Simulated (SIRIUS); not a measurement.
# TaN (P-6m2) in SIRIUS: convergence with density cutoff

Aim: find how far density cutoff must go before the results for TaN settle, at LDA. This setting moves, with any that are tied to it; all else stays.

Program: SIRIUS 7.10.0. These are calculated values, not measurements. Logs are shortened: lines on timing, memory, paths and dates and some standing lists are left out, and cuts for length are marked. The log counts tension as positive stress, the text compression.

### 1 The crystal as given

Symmetry: P-6m2, No. 187, hexagonal system. Conventional cell: a = 2.938 Å, b = 2.938 Å, c = 2.883 Å, α = 90.00°, β = 90.00°, γ = 120.00°. Around Ta (site symmetry -6m2) lie 6 N at 2.23 Å. N (site symmetry -6m2) is surrounded by 6 Ta at 2.23 Å.

### 2 With density cutoff 2666.7 eV

sirius.json

```json
{
  "control": {
    "processing_unit": "cpu",
    "verbosity": 2,
    "num_bands_to_print": 16,
    "print_forces": true,
    "print_stress": true
  },
  "parameters": {
    "electronic_structure_method": "pseudopotential",
    "xc_functionals": ["XC_LDA_X", "XC_LDA_C_PW"],
    "gk_cutoff": 6.4,
    "pw_cutoff": 14.0,
    "ngridk": [10, 10, 9],
    "shiftk": [0, 0, 0],
    "smearing": "gaussian",
    "smearing_width": 0.0018374661,
    "num_bands": 16,
    "num_mag_dims": 0,
    "num_dft_iter": 100,
    "energy_tol": 1e-08,
    "density_tol": 1e-06
  },
  "iterative_solver": {
    "type": "davidson",
    "min_tolerance": 1e-10
  },
  "mixer": {
    "type": "anderson",
    "beta": 0.7,
    "max_history": 8
  },
  "settings": {
    "tol_ne": 1e-10
  },
  "unit_cell": {
    "lattice_vectors": [
      [5.552015354151, 0.0, 0.0],
      [-2.776007677075, 4.80818633886, 0.0],
      [0.0, 0.0, 5.448080417296]
    ],
    "atom_coordinate_units": "lattice",
    "atom_types": ["Ta", "N"],
    "atom_files": {
      "N": "N.json",
      "Ta": "Ta.json"
    },
    "atoms": {
      "Ta": [
        [0.0, 0.0, 0.5]
      ],
      "N": [
        [0.6666666667, 0.3333333333, 0.0]
      ]
    }
  }
}
```

Potentials or basis: GBRV 1.5 LDA (ultrasoft).

Command:

```console
> upf_to_json n_lda_v1.2.uspp.F.UPF
> upf_to_json ta_lda_v1.uspp.F.UPF
> OMP_NUM_THREADS=1 sirius.scf --input=sirius.json --output=out.json --task=0
```

What it wrote:

```text
[info] SIRIUS version : 7.10.0
[info] number of MPI ranks           : 1
[info] MPI grid                      : 1 1
[info] maximum number of OMP threads : 1
[fft] FFT context for density and potential
[fft] =====================================
[fft]   comm size                             : 1
[fft]   plane wave cutoff                     : 14
[fft]   grid size                             : 27 27 27   total : 19683
[fft]   grid limits                           : -13 13   -13 13   -13 13
[fft]   number of G-vectors within the cutoff : 3367
[fft]   local number of G-vectors             : 3367
[fft]   number of G-shells                    : 389
[fft] FFT context for coarse grid
[fft] =====================================
[fft]   comm size                             : 1
[fft]   plane wave cutoff                     : 12.8
[fft]   grid size                             : 25 25 25   total : 15625
[fft]   grid limits                           : -12 12   -12 12   -12 12
[fft]   number of G-vectors within the cutoff : 2574
[fft]   local number of G-vectors             : 2574
[fft]   number of G-shells                    : 305
[unit cell] lattice vectors
[unit cell]   a1 :       5.5520153542      0.0000000000      0.0000000000
[unit cell]   a2 :      -2.7760076771      4.8081863389      0.0000000000
[unit cell]   a3 :       0.0000000000      0.0000000000      5.4480804173
[unit cell] reciprocal lattice vectors
[unit cell]   b1 :       1.1316945121      0.6533841312     -0.0000000000
[unit cell]   b2 :       0.0000000000      1.3067682624      0.0000000000
[unit cell]   b3 :       0.0000000000     -0.0000000000      1.1532842443
[unit cell] unit cell volume :       145.43718437 [a.u.^3]
[unit cell] 1/sqrt(omega)    :         0.08292057
[unit cell] MT volume        :         0.00000000 ( 0.00%)
[unit cell] IT volume        :       145.43718437 (100.00%)
[unit cell] number of atom types : 2
[unit cell] type id : 0 symbol : Ta mt_radius : 200.890650 num_atoms : 1
[unit cell] type id : 1 symbol :  N mt_radius :  80.888246 num_atoms : 1
[unit cell] total number of atoms : 2
[unit cell] number of symmetry classes : 2
[unit cell] number of PAW atoms : 0
[unit cell] atom id  type id  class id             position                      vector_field
[unit cell] ------------------------------------------------------------------------------------------
[unit cell]      0        0        0      0.00000   0.00000   0.50000      0.00000   0.00000   0.00000
[unit cell]      1        1        1      0.66667   0.33333   0.00000      0.00000   0.00000   0.00000
[unit cell] atom id         position (Cartesian, a.u.)
[unit cell] ---------------------------------------------
[unit cell]      0       0.000000    0.000000    2.724040
[unit cell]      1       2.776008    1.602729    0.000000
[unit cell] class id : 0 atom id : 0
[unit cell] class id : 1 atom id : 1
[unit cell] minimum bond length:     4.206585
[unit cell] total number of pseudo wave-functions: 17
[sym] space group number   : 187
[sym] international symbol : P-6m2
[... 344 lines left out ...]
[find] ewald contribution             :     -61.51921508
[find] PAW contribution               :       0.00000000
[find] smearing (-TS)                 :      -0.00000000
[find] SCF correction                 :      -0.00000004
[find] Total energy                   :     -81.14692969 (Ha),    -162.29385939 (Ry)
[find] Free energy (E-TS)             :     -81.14692970 (Ha),    -162.29385939 (Ry)
[find] band gap (eV)                  :       0.00000000
[find] Efermi                         :       0.73163640
[find] iteration : 14, RMS : 5.224062203096e-10, energy difference : -4.149569576839e-12
[find] Hartree energy of density residual : 6.270892231285e-18
[find] bands are converged : true
[find] iterative solver converged : true
[find] converged after 15 SCF iterations!
[find] Charges and magnetic moments
[find] --------------------------------------------------------------------------------
[find] total charge          : 18.000000
[find] Energy
[find] --------------------------------------------------------------------------------
[find] valence_eval_sum               :      -2.13906989
[find] <rho|V^{XC}>                   :     -13.81899784
[find] <rho|E^{XC}>                   :     -23.76755623
[find] <mag|B^{XC}>                   :       0.00000000
[find] <rho|V^{H}>                    :      15.08017259
[find] one-electron contribution      :      -3.40024464 (Ha),      -6.80048928 (Ry)
[find] hartree contribution           :       7.54008629
[find] xc contribution                :     -23.76755623
[find] ewald contribution             :     -61.51921508
[find] PAW contribution               :       0.00000000
[find] smearing (-TS)                 :      -0.00000000
[find] SCF correction                 :      -0.00000004
[find] Total energy                   :     -81.14692969 (Ha),    -162.29385939 (Ry)
[find] Free energy (E-TS)             :     -81.14692970 (Ha),    -162.29385939 (Ry)
[find] band gap (eV)                  :       0.00000000
[find] Efermi                         :       0.73163640
[ground_state] === stress tensor components [kbar] ===
[ground_state] === stress_kin ===
[ground_state] -34951.569364    0.000000   -0.000000
[ground_state]     0.000000-34951.569365    0.000000
[ground_state]    -0.000000    0.000000-34311.481034
[ground_state] === stress_har ===
[ground_state] -4426.159284    0.000000    0.000000
[ground_state]     0.000000-4426.159284   -0.000000
[ground_state]     0.000000   -0.000000-6400.793596
[ground_state] === stress_ewald ===
[ground_state] 43129.993787   -0.000000    0.000000
[ground_state]    -0.00000043129.993788    0.000000
[ground_state]     0.000000    0.00000038189.448569
[ground_state] === stress_vloc ===
[ground_state] -29909.192341    0.000000   -0.000000
[ground_state]     0.000000-29909.192341    0.000000
[ground_state]    -0.000000    0.000000-23469.473542
[ground_state] === stress_xc ===
[ground_state] -20125.297124    0.000000    0.000000
[ground_state]     0.000000-20125.297124    0.000000
[ground_state]     0.000000    0.000000-20125.297124
[ground_state] === stress_core ===
[ground_state] 29467.602643   -0.000000   -0.000000
[ground_state]    -0.00000029467.602643   -0.000000
[ground_state]    -0.000000   -0.00000029466.072242
[ground_state] === stress_nonloc ===
[ground_state] 17353.382813   -0.000000   -0.000000
[ground_state]    -0.00000017353.382813    0.000000
[ground_state]    -0.000000    0.00000017208.555691
[ground_state] === stress_us ===
[ground_state]  -414.458442    0.000000    0.000000
[ground_state]     0.000000 -414.458442    0.000000
[ground_state]     0.000000    0.000000 -417.321025
[ground_state] === stress_us_nl ===
[ground_state] 16938.924371   -0.000000   -0.000000
[ground_state]    -0.00000016938.924371    0.000000
[ground_state]    -0.000000    0.00000016791.234667
[ground_state] === stress_total ===
[ground_state]   124.302688   -0.000000   -0.000000
[ground_state]    -0.000000  124.302688    0.000000
[ground_state]    -0.000000    0.000000  139.710182
[ground_state] ==== total Forces in Ha/bohr =====
[ground_state] atom:    0, force:       0.0000000     -0.0000000      0.0000000
[ground_state] atom:    1, force:       0.0000000      0.0000000      0.0000000
[ground_state] ==== ultrasoft contribution from Qij =====
[ground_state] atom:    0, force:      -0.0000000      0.0000000      0.0000000
[ground_state] atom:    1, force:      -0.0000000      0.0000000      0.0000000
[ground_state] ==== non-local contribution from Beta-projector =====
[ground_state] atom:    0, force:       0.0000000      0.0000000      0.0000000
[ground_state] atom:    1, force:       0.0000000      0.0000000      0.0000000
[ground_state] ==== contribution from local potential =====
[ground_state] atom:    0, force:       0.0000000      0.0000000      0.0000000
[ground_state] atom:    1, force:       0.0000000      0.0000000      0.0000000
[ground_state] ==== contribution from core density =====
[ground_state] atom:    0, force:       0.0000000      0.0000000      0.0000000
[ground_state] atom:    1, force:       0.0000000      0.0000000      0.0000000
[ground_state] ==== Ewald forces from ions =====
[ground_state] atom:    0, force:       0.0000000     -0.0000000      0.0000000
[ground_state] atom:    1, force:       0.0000000      0.0000000      0.0000000
[~DFT_ground_state] local op. applied: 33274
[~DFT_ground_state] evp. work count: 7741.79
[~DFT_ground_state] number of iterative solver steps: 2152
```

Wall time 22 s (1 thread of Arm Neoverse V1, shared host); peak memory 0.24 GiB.

What came out:

- Free energy: -2208.1204 eV
- Pressure: -12.9 GPa
- Band gap on the k mesh: none (metal or under the smearing width)

### 3 With density cutoff 3483.1 eV

sirius.json: that of step 2 with these lines changed.

```diff
@@ -12,3 +12,3 @@
     "gk_cutoff": 6.4,
-    "pw_cutoff": 14.0,
+    "pw_cutoff": 16.0,
     "ngridk": [10, 10, 9],
```

Potentials or basis: GBRV 1.5 LDA (ultrasoft).

Command:

```console
> upf_to_json n_lda_v1.2.uspp.F.UPF
> upf_to_json ta_lda_v1.uspp.F.UPF
> OMP_NUM_THREADS=1 sirius.scf --input=sirius.json --output=out.json --task=0
```

It took 22 s on 1 thread of Arm Neoverse V1, shared host; peak memory 0.26 GiB.

Results:

```
Free energy            : -2208.1206 eV
Pressure               : -12.9 GPa
Band gap on the k mesh : none (metal or under the smearing width)
```

### 4 With density cutoff 4408.2 eV

sirius.json: that of step 3 with these lines changed.

```diff
@@ -12,3 +12,3 @@
     "gk_cutoff": 6.4,
-    "pw_cutoff": 16.0,
+    "pw_cutoff": 18.0,
     "ngridk": [10, 10, 9],
```

Command:

```console
> upf_to_json n_lda_v1.2.uspp.F.UPF
> upf_to_json ta_lda_v1.uspp.F.UPF
> OMP_NUM_THREADS=1 sirius.scf --input=sirius.json --output=out.json --task=0
```

It took 23 s on 1 thread of Arm Neoverse V1, shared host; peak memory 0.29 GiB.

Results (log left out):

| Property | Result |
| --- | --- |
| Free energy | -2208.1206 eV |
| Pressure | -12.9 GPa |
| Band gap on the k mesh | none (metal or under the smearing width) |

### 5 With density cutoff 5442.3 eV

sirius.json: that of step 4 with these lines changed.

```diff
@@ -12,3 +12,3 @@
     "gk_cutoff": 6.4,
-    "pw_cutoff": 18.0,
+    "pw_cutoff": 20.0,
     "ngridk": [10, 10, 9],
```

Command:

```console
> upf_to_json n_lda_v1.2.uspp.F.UPF
> upf_to_json ta_lda_v1.uspp.F.UPF
> OMP_NUM_THREADS=1 sirius.scf --input=sirius.json --output=out.json --task=0
```

It took 24 s on 1 thread of Arm Neoverse V1, shared host; peak memory 0.33 GiB.

It converged, with:

- Free energy: -2208.1206 eV
- Pressure: -12.9 GPa
- Band gap on the k mesh: none (metal or under the smearing width)

### 6 With density cutoff 7197.4 eV

sirius.json: that of step 5 with these lines changed.

```diff
@@ -12,3 +12,3 @@
     "gk_cutoff": 6.4,
-    "pw_cutoff": 20.0,
+    "pw_cutoff": 23.0,
     "ngridk": [10, 10, 9],
```

Potentials or basis: GBRV 1.5 LDA (ultrasoft).

Command:

```console
> upf_to_json n_lda_v1.2.uspp.F.UPF
> upf_to_json ta_lda_v1.uspp.F.UPF
> OMP_NUM_THREADS=1 sirius.scf --input=sirius.json --output=out.json --task=0
```

Run time: 25 s. Hardware: 1 thread of Arm Neoverse V1, shared host; peak memory 0.39 GiB.

It converged, with:

* Free energy: -2208.1207 eV
* Pressure: -12.9 GPa
* Band gap on the k mesh: none (metal or under the smearing width)

### 7 With density cutoff 9197.4 eV

sirius.json: that of step 6 with these lines changed.

```diff
@@ -12,3 +12,3 @@
     "gk_cutoff": 6.4,
-    "pw_cutoff": 23.0,
+    "pw_cutoff": 26.0,
     "ngridk": [10, 10, 9],
@@ -37,6 +37,7 @@
     "lattice_vectors": [
-      [5.552015354151, 0.0, 0.0],
-      [-2.776007677075, 4.80818633886, 0.0],
-      [0.0, 0.0, 5.448080417296]
+      [1.0, 0.0, 0.0],
+      [-0.5, 0.866025403778, 0.0],
+      [0.0, 0.0, 0.981279782165]
     ],
+    "lattice_vectors_scale": 5.5520153542,
     "atom_coordinate_units": "lattice",
```

Command:

```console
> upf_to_json n_lda_v1.2.uspp.F.UPF
> upf_to_json ta_lda_v1.uspp.F.UPF
> OMP_NUM_THREADS=1 sirius.scf --input=sirius.json --output=out.json --task=0
```

Wall time 27 s (1 thread of Arm Neoverse V1, shared host); peak memory 0.47 GiB.

It converged, with:

```
Free energy            : -2208.1207 eV
Pressure               : -12.9 GPa
Band gap on the k mesh : none (metal or under the smearing width)
```

### 8 With density cutoff 12245.1 eV

sirius.json: that of step 7 with these lines changed.

```diff
@@ -12,3 +12,3 @@
     "gk_cutoff": 6.4,
-    "pw_cutoff": 26.0,
+    "pw_cutoff": 30.0,
     "ngridk": [10, 10, 9],
```

Command:

```console
> upf_to_json n_lda_v1.2.uspp.F.UPF
> upf_to_json ta_lda_v1.uspp.F.UPF
> OMP_NUM_THREADS=1 sirius.scf --input=sirius.json --output=out.json --task=0
```

Run time: 30 s. Hardware: 1 thread of Arm Neoverse V1, shared host; peak memory 0.64 GiB.

Results (log left out):

| Quantity | Value |
| --- | --- |
| Free energy | -2208.1207 eV |
| Pressure | -12.9 GPa |
| Band gap on the k mesh | none (metal or under the smearing width) |

### 9 Summary

| density cutoff | energy less the tightest run, at zero smearing (meV/atom) | SCF cycles | CPU time (s) | peak memory (GiB) |
| --- | --- | --- | --- | --- |
| 2666.7 eV | 0.12 | 15 | 22 | 0.24 |
| 3483.1 eV | 0.06 | 15 | 22 | 0.26 |
| 4408.2 eV | 0.05 | 15 | 23 | 0.29 |
| 5442.3 eV | 0.02 | 15 | 24 | 0.33 |
| 7197.4 eV | 0.00 | 15 | 25 | 0.39 |
| 9197.4 eV | 0.00 | 15 | 27 | 0.47 |
| 12245.1 eV | 0.00 | 15 | 30 | 0.64 |

Against the tightest run, the energy stays within 1 meV/atom from 2666.7 eV on. The tightest run that finished is the yardstick and may itself not be fully converged.
